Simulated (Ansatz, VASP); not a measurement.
## HfN in VASP and in Ansatz

File INCAR:

```
ALGO = Normal
EDIFF = 1E-7
EDIFFG = -0.002
ENCUT = 600
IBRION = 2
ISIF = 3
ISMEAR = 0
LASPH = True
LCHARG = False
LREAL = False
LWAVE = False
NELM = 80
NSW = 100
PREC = Accurate
SIGMA = 0.1
```

Contents of KPOINTS:

```
k-points
0
Gamma
  22 22 22
```

Contents of POSCAR:

```
HfN
1.0
    0.0000000000      2.2558601200      2.2558601200
    2.2558601200      0.0000000000      2.2558601200
    2.2558601200      2.2558601200      0.0000000000
Hf N
1 1
Direct
    0.0000000000      0.0000000000      0.0000000000
    0.5000000000      0.5000000000      0.5000000000
```

Input for Ansatz:

```yaml
crystal:
  lattice:
    - [0.0, 2.25586012, 2.25586012]
    - [2.25586012, 0.0, 2.25586012]
    - [2.25586012, 2.25586012, 0.0]
  atoms:
    - { symbol: Hf, position: [0.0, 0.0, 0.0] }
    - { symbol: "N", position: [0.5, 0.5, 0.5] }
basis:
  ecutwfc: 420
kpoints:
  mp_grid: { grid: [22, 22, 22] }
hamiltonian:
  xc: lda
  pseudopotentials: { kind: paw, azcp: { folder: soft_1 } }
scf:
  occupations: { method: gaussian, width: 0.1 }
output:
  forces: true
  stress: true
  eigenvalues: true
  write_density: true
  write_potential: true
  elf: true
  volumetric_format: npy
relax:
  adjacent_minimum: "off"
  f_tol: 0.002
  max_steps: 80
  cell: { stress_tol: 0.02 }
```

The cell is a database's computed one.

Alike in both runs: task relaxation of cell and atoms; functional LDA; k mesh 22 × 22 × 22; occupations gaussian, width 0.1 eV; no spin polarisation.

|  | VASP | Ansatz |
| --- | --- | --- |
| version | VASP 6.6.1 | Ansatz 0.2.0 |
| potentials or method | VASP PAW LDA potentials, release 64 (Hf_pv, N) | scalar-relativistic, plane waves, PAW |
| plane-wave cutoff (eV) | 600 | 420 |
| valence electrons in the cell | 15 | 31 |

```tsv
	VASP	Ansatz	Ansatz less VASP
gap on the k mesh at the Fermi level, each at its own relaxed structure (eV)	none	none	-
relaxed volume (Å³/atom)	11.10	11.15	+0.048
relaxed cell length with the largest relative difference (Å)	3.155	3.159	+0.0045
energy change over the relaxation (meV/atom)	-12	-9	+2.9
```

A gap of «none» marks a metal or a gap that the smearing closes. The two sets of potentials don't hold the same shells in valence. Ansatz warned: «pseudo_functional_mismatch».

The runs have no spin-orbit coupling, so splittings on Hf are missing.
